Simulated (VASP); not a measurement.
A run of VASP 6.6.1 is set up as follows.

Contents of POSCAR:

```
Te
1.0
    3.2020302047      0.0000000000      0.0000000000
    0.0000000000      3.2020302047      0.0000000000
    0.0000000000      0.0000000000      3.2020302047
Te
1
Direct
    0.0000000000      0.0000000000      0.0000000000
```

The input INCAR.step1:

```
ALGO     = Normal         # electronic algorithm
EDIFF    = 1E-5           # SCF threshold, eV
ENCUT    = 520            # plane-wave cutoff, eV
GGA      = PE             # functional
ISIF     = 2              # what is computed and relaxed
ISMEAR   = -1             # smearing method
LASPH    = T              # aspherical terms in the spheres
LREAL    = F              # projectors in reciprocal space
LWAVE    = T              # write WAVECAR
NBANDS   = 9              # bands
NELM     = 60             # most SCF steps
PREC     = Accurate       # precision mode
SIGMA    = 0.1            # smearing width, eV
```

File INCAR.step2:

```
ALGO     = Normal         # electronic algorithm
EDIFF    = 1E-7           # SCF threshold, eV
ENCUT    = 520            # plane-wave cutoff, eV
GGA      = PE             # functional
HFSCREEN = 0.2079         # screening, 1/A
ISIF     = 2              # what is computed and relaxed
ISMEAR   = -1             # smearing method
ISTART   = 1            
LASPH    = T              # aspherical terms in the spheres
LCHARG   = T              # write CHGCAR
LELF     = T              # ELF
LHFCALC  = T              # exact exchange
LREAL    = F              # projectors in reciprocal space
LVHAR    = T            
LWAVE    = F              # write WAVECAR
NBANDS   = 9              # bands
NELM     = 60             # most SCF steps
PREC     = Accurate       # precision mode
PRECFOCK = Normal       
SIGMA    = 0.1            # smearing width, eV
```

Contents of KPOINTS:

```
k-points
0
Gamma
  5 5 5
```

Potentials or basis: VASP PAW PBE potentials, release 64 (Te).

Launch:

```sh
$ cat potpaw_PBE.64/Te/POTCAR > POTCAR
$ cp INCAR.step1 INCAR
$ mpirun -np 1 vasp_std > vasp.out
$ cp INCAR.step2 INCAR
$ mpirun -np 1 vasp_std > vasp.out
```

(1) Predict the band gap on the k mesh.

(2) What does it give for the pressure?

Results:

(1) none (metal or under the smearing width).

(2) -3.6 GPa.

Caveat: the k mesh is coarse (spacing up to 0.39 Å⁻¹), so the values aren't converged, least of all with exact exchange; the PAW data sets were made with another functional, which shifts forces and pressure a little.
